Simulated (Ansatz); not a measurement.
## What moves the field gradients of Ag?

Cell of run 1: an entry of the Crystallography Open Database (COD), whose atoms a relaxation with PBE at fixed cell left in place.

```
CELL_PARAMETERS angstrom
2.93000 0.00000 0.00000
-1.46500 2.53745 0.00000
0.00000 0.00000 4.79000
ATOMIC_POSITIONS crystal
Ag 0.33333 0.66667 0.25000
Ag 0.66667 0.33333 0.75000
```

Atoms are numbered from 1 in the order listed; like atoms form one site, named after its first atom.

All runs are DFT with Ansatz 0.2.0 (plane waves and PAW, scalar-relativistic unless spin–orbit coupling is named, Γ-centred meshes, Fermi–Dirac smearing where given) in this cell.

Run 1: PBE, atoms relaxed; 420 eV, 18×18×10 k-points, smearing 0.05 eV.
Run 2: r2SCAN, at the relaxed atoms; 500 eV, 18×18×10 k-points, smearing 0.05 eV.
Run 3: PBE with spin–orbit coupling, at the relaxed atoms; 420 eV, 18×18×10 k-points, smearing 0.05 eV.
Run 4: LDA, at the relaxed atoms; 420 eV, 18×18×10 k-points, smearing 0.05 eV.
Run 5: PBEsol, at the relaxed atoms; 420 eV, 18×18×10 k-points, smearing 0.05 eV.

(1) What does each run give, and what moves the gradients most?

Answers

(1) 

```
run   Ag V_zz (η)
  1  0.094 (0.00)
  2   0.11 (0.00)
  3  0.093 (0.00)
  4   0.10 (0.00)
  5  0.095 (0.00)
```

V_zz in 10²¹ V/m². Against run 1, the gradient tensors on these sites move by at most 0.01 in run 2, 0.00 in run 3, 0.01 in run 4, 0.00 in run 5. Taken one at a time, the functional (between the two that differ most) moves the tensors on these sites by up to 0.01 (largest principal value of the change, on Ag), spin–orbit coupling by 0.00.

In runs 1, 2, 3, 4, 5 there is no gap above 0.1 eV, so the gradients can move by 10 % or more with the k-mesh. The cell isn't the equilibrium one in runs 4, 5 (calculated pressure -11, -6 GPa), and the entry's cell may itself be off.
